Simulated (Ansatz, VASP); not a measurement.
Two plane-wave programs on C

```
CELL_PARAMETERS angstrom
1.99689 0.00000 0.00000
0.00000 1.99689 0.00000
0.00000 0.00000 1.52169
ATOMIC_POSITIONS crystal
C 0.50000 0.50000 0.50000
```

Alike in both runs: task single point; functional PBE; k mesh 8 × 8 × 10; occupations gaussian, width 0.1 eV; collinear spin.

|  | VASP | Ansatz |
| --- | --- | --- |
| version | VASP 6.6.1 | Ansatz 0.2.0 |
| potentials or method | VASP PAW PBE potentials, release 64 (C) | scalar-relativistic, plane waves, PAW |
| plane-wave cutoff (eV) | 520 | 420 |
| valence electrons in the cell | 4 | 4 |

```tsv
	VASP	Ansatz	Ansatz less VASP
gap on the k mesh at the Fermi level (eV)	none	none	-
pressure (GPa)	0.4	0.1	-0.31
largest component of the traceless stress (GPa)	12.56	12.23	-0.325
net moment per atom (μB)	0.00	0.00	-0.001
```

A gap of «none» marks a metal or a gap that the smearing closes. With one functional, cell and mesh, what is left measures potentials, basis and numerics. Ansatz warned: «seeded_moment_not_kept».

Caveats: the k mesh is coarse (spacing up to 0.41 Å⁻¹), so the values aren't converged.
